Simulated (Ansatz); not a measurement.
Consider InN in the wurtzite structure (space group P6_3mc, No. 186; a = 3.537 Å, c = 5.714 Å). Axes: x lies along a and z along c of the hexagonal cell.

All numbers come from plane-wave PAW DFT at the PBEsol level (Ansatz, an electronic-structure program, 420 eV), without spin-orbit coupling.

For the base:

* **Volume per atom**: 15.48 Å³
* **Pressure**: 0.0 GPa
* **Band gap**: zero

The change: compressive biaxial strain of 1.12 % in the plane normal to [001], as in epitaxy on a mismatched substrate; the out-of-plane cell vector and the atoms relax.

Question: What happens to the volume per atom, pressure and band gap?

Answer: The volume per atom decreases by 0.211 Å³, from 15.48 Å³ to 15.26 Å³; the pressure (mean of the normal stresses, compression positive) goes from zero to 1.9 GPa; the band gap remains zero.

No phonon test of stability was made. The final runs are not spin-polarised. A zero or small gap of InN can be the functional's error rather than a property of the material.
